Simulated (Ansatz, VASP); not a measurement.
# Cross-check of KF (Carobbiite) between VASP and Ansatz, part 2 of 2

Wanted: the spread between two codes on one cell, functional and k mesh. The cell is taken from a series of VASP runs on this material, whose earlier steps may have relaxed, scaled or displaced it; both programs get it as it stands.

VASP 6.6.1 and Ansatz 0.2.0.

So far: Starting point; VASP: relaxation of cell and atoms, PBEsol; Ansatz: relaxation of cell and atoms, PBEsol.

## (4) Comparison

Known differences besides the potentials themselves: both relaxations stop at a tolerance, which leaves soft axes loose, and VASP keeps its plane-wave basis; the cutoff is 420 eV in Ansatz and 520 eV in VASP; Ansatz makes its cores anew for this functional, VASP keeps those of its PBE data sets; VASP leaves aspherical gradient terms in its spheres out (LASPH is not set), Ansatz keeps them; Ansatz adds a Pulay correction to the stress that steers its cell, VASP none. Total energies have different zeros and are not compared.

The two programs side by side:

```
                                         quantity  Ansatz   VASP  difference
                                      volume (Å³)   37.36  37.46     -0.25 %
edge a after relaxation, in the typed setting (Å)   3.752  3.756     -0.08 %
```

The walks stopped with -0.01 GPa left in Ansatz and -0.04 GPa in VASP; each walk ends within a tolerance, so the volume difference is uncertain by about these residues over the bulk modulus, most in soft cells.

## (5) Ansatz: relaxation of cell and atoms, LDA

The relaxed volume is the usual yardstick between codes: its relative difference is about their pressure difference at one cell divided by the bulk modulus. The cell compared in this pair holds 34.57 Å³, against 37.51 Å³ for the pair before.

The cell is taken from a series of VASP runs on this material, whose earlier steps may have relaxed, scaled or displaced it; both programs get it as it stands.

input.yaml reads:

```yaml
crystal:
  lattice:
    - [0.0, 2.5854885099, 2.5854885099]
    - [2.5854885099, 0.0, 2.5854885099]
    - [2.5854885099, 2.5854885099, 0.0]
  atoms:
    - { symbol: K, position: [0.0, 0.0, 0.0] }
    - { symbol: F, position: [0.5, 0.5, 0.5] }
hamiltonian:
  xc: lda
  pseudopotentials: { kind: paw }
kpoints:
  mp_grid: { grid: [8, 8, 8] }
scf:
  occupations: { method: gaussian, width: 0.03 }
relax:
  f_tol: 0.01
  max_steps: 60
  cell: { stress_tol: 0.05 }
output:
  forces: true
  stress: true
```

On the command line:

```
ansatz run input.yaml --threads 4 --pin off --max-ram 9216MiB --backend cpu --events-out ev --progress --plain --runs-dir out
```

Numbers of over 12 decimals in the logs are rounded to 6 here.

Output:

```text
[...]
Crystal: 2 atoms, lattice volume = 34.567 Å³
Basis set: ecut = 420 eV, 645 PW (Γ)
Bands: 12, of which v1, the nominal top of the filled ones, is band 8 counted from 1 (7 counted from 0)
Symmetry: 48 space group operations
[...]
k-points: 29 of 512
[...]
-0.008632      -0.000000      -0.000000
       -0.000000      -0.008632      -0.000000
       -0.000000      -0.000000      -0.008632
  P = ⅓ Tr σ = -0.0086 GPa (-0.086 kbar)
--- Relaxed structure (2 steps of the walk, 2 accepted, 1 SCFs on fresh bases) ---
[...]
cell:  # Å, volume = 34.3965 Å³
    - [0, 2.581239, 2.581239]
    - [2.581239, 0, 2.581239]
    - [2.581239, 2.581239, 0]
  atoms:
    - { symbol: K, position: [0, 0, 0] }
    - { symbol: F, position: [0.5, 0.5, 0.5] }
[key lines of the parts left out:]
SCF converged after 5 iterations
Free energy (F): -2292.778755 eV
Fermi energy:    4.959398 eV
```

Wall time 1.4 s (4 threads of Arm Neoverse V1, shared host); peak memory 0.27 GiB; 2.4 s of CPU time.

## (6) VASP: relaxation of cell and atoms, LDA

The same cell, functional (in two slightly different forms), mesh and smearing now go to VASP, with its own data sets and cutoff.

INCAR reads:

```
SYSTEM = KF
PREC = Accurate
ENCUT = 520
EDIFF = 1E-06
NELM = 100
ISMEAR = 0
SIGMA = 0.03
LREAL = .FALSE.
ALGO = Normal
GGA = CA
NBANDS = 14
LORBIT = 11
LWAVE = .FALSE.
LCHARG = .FALSE.
KPAR = 4
IBRION = 2
NSW = 50
ISIF = 3
EDIFFG = -0.006
```

POSCAR reads:

```
KF
1.0
    0.0000000000      2.5854885099      2.5854885099
    2.5854885099      0.0000000000      2.5854885099
    2.5854885099      2.5854885099      0.0000000000
K F
1 1
Direct
    0.0000000000      0.0000000000      0.0000000000
    0.5000000000      0.5000000000      0.5000000000
```

KPOINTS reads:

```
Automatic mesh
0
Gamma
8 8 8
0 0 0
```

PAW data sets: K_sv and F (LDA family, release 64).

On the command line:

```
mpirun -np 4 vasp_std
```

Output:

```text
[banner, memory and clock lines left out]
running    4 mpi-ranks, on    1 nodes
[...]
LDA part: xc-table for (Slater(with rela. corr.)+CA(PZ))
 , standard interpolation
 POSCAR, INCAR and KPOINTS ok, starting setup
[...]
entering main loop
       N       E                     dE             d eps       ncg     rms          rms(c)
DAV:   1     0.115631244507E+03    0.11563E+03   -0.83838E+03   812   0.113E+03
DAV:   2    -0.536456994202E+01   -0.12100E+03   -0.10988E+03  1000   0.311E+02
DAV:   3    -0.101109618487E+02   -0.47464E+01   -0.47220E+01  1036   0.556E+01
DAV:   4    -0.102491942792E+02   -0.13823E+00   -0.13816E+00  1108   0.934E+00
[...]
DAV:  11    -0.907184048961E+01    0.10372E-04   -0.51625E-05  1088   0.842E-02    0.126E-02
DAV:  12    -0.907184304491E+01   -0.25553E-05   -0.26577E-06   816   0.162E-02    0.165E-03
DAV:  13    -0.907184316354E+01   -0.11863E-06   -0.34377E-07   622   0.586E-03
   1 F= -.90718432E+01 E0= -.90718432E+01  d E =-.907184E+01
[...]
reached required accuracy - stopping structural energy minimisation
```

Parts of OUTCAR (step 6):

```text
  Total        0.0051867      0.0051867      0.0051867      0.0000000      0.0000000      0.0000000
  in kB        0.2404036      0.2404036      0.2404036      0.0000000      0.0000000      0.0000000
  external PRESSURE =       0.2404036 kB  Pullay stress =       0.0000000 kB

 POSITION                                       TOTAL-FORCE (eV/Angst)
 -----------------------------------------------------------------------------------
      0.00000      0.00000      0.00000        -0.000000      0.000000      0.000000
      2.58549      2.58549      2.58549         0.000000     -0.000000     -0.000000
 -----------------------------------------------------------------------------------
    total drift:                                0.000000      0.000000      0.000000

  FREE ENERGIE OF THE ION-ELECTRON SYSTEM (eV)
  ---------------------------------------------------
  free  energy   TOTEN  =        -9.0718431635 eV

  energy  without entropy=       -9.0718431635  energy(sigma->0) =       -9.07184316

[... 2 parts as in an earlier step ...]

[... 2 further parts left out ...]
[key lines of the parts left out:]
E-fermi :  -2.7374
```

## (7) Side by side

What differs besides the data sets and the points named for the pairs above, as far as they apply: the two LDA forms differ slightly; VASP's log shows a relativistic correction to its local exchange, Ansatz's none. Total energies have different zeros and are not compared.

The two programs side by side:

```csv
quantity,Ansatz,VASP,difference
volume (Å³),34.40,34.57,-0.49 %
"edge a after relaxation, in the typed setting (Å)",3.650,3.656,-0.16 %
```

The walks stopped with -0.01 GPa left in Ansatz and 0.02 GPa in VASP; each walk ends within a tolerance, so the volume difference is uncertain by about these residues over the bulk modulus, most in soft cells.

## (8) Summary of results

| Item | Value |
| --- | --- |
| difference in volume (relaxation of cell and atoms, PBEsol) | -0.25 % |
| difference in volume (relaxation of cell and atoms, LDA) | -0.49 % |

What this shows: The difference in volume is -0.49 % (relaxation of cell and atoms, LDA), within the 1.2 % picked in this series as the mark of a large difference, as far as the stopping tolerances let one tell. Such differences can come from data sets, numerical settings and the points named under the comparisons, not from the functional's error against experiment.

[Lines on the potential files, build, host, timing and source positions are cut from VASP's logs without a mark.]

[Logs are printed without paths, hosts, clocks, repeated set-up lines and the standing remarks that a program may print on its own settings, such as how far it seeks lower states.]

[Hosts, paths, dates, database ids (printed as entryN), source tags and the programs' standing remarks are cut or masked in the printed files.]
